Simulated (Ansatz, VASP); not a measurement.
# GaP: programs and potentials compared

```
Ga P
1.0
     0.00000    2.72525    2.72525
     2.72525    0.00000    2.72525
     2.72525    2.72525    0.00000
Ga P
1 1
Direct
  0.00000 0.00000 0.00000
  0.75000 0.75000 0.75000
```

Alike in all runs: task single point; functional PBE; k mesh 8 × 8 × 8; occupations gaussian, width 0.02 eV; no spin polarisation; no spin-orbit coupling. Pressure is positive in compression and, in plane waves, holds the error of the finite cutoff, which Ansatz's Pulay term estimates and takes out.

```csv
program and potentials,plane-wave cutoff (eV),notes,band gap (eV),pressure (GPa)
"Ansatz, Ansatz PAW",420,Pulay term of +0.04 GPa included,1.64,2.51
"VASP, PBE PAW files Ga_d, P, 520 eV",520,-,1.64,2.50
"Ansatz, all-electron LAPW, scalar-relativistic",-,-,1.64,2.48
```

All agree on the band gap. The pressure spans 2.48 (Ansatz, all-electron LAPW, scalar-relativistic) to 2.51 GPa (Ansatz, Ansatz PAW), with all-electron results at 2.48. The gap is indirect and read on the mesh alone.

The functional is the same throughout but for its coding, so the spread measures potentials, basis and numerics; runs on potential files found faulty are left out.

The two PAW descriptions reproduce the all-electron gap of 1.64 eV and differ only slightly in pressure. Set against the bulk modulus of GaP, the pressure spread is minute, so the equilibrium lattice constants would probably be almost indistinguishable. This suggests that the potentials describe the Ga–P bond and the response of the Ga semicore to compression well at this volume.

The positive pressure common to all runs means that the cell is smaller than PBE prefers. This is the expected sign near the experimental lattice constant, because PBE tends to underbind semiconductors of this kind and make their bonds too long. The gap is likewise well below the measured one, chiefly because the Kohn–Sham gap of a semilocal functional lacks the derivative discontinuity of the exchange-correlation potential. Agreement between the programs therefore supports the numerical implementation, not the accuracy of PBE for GaP. Nor does a match at one volume establish equally close agreement in the bulk modulus, which depends on how the pressure changes with volume.
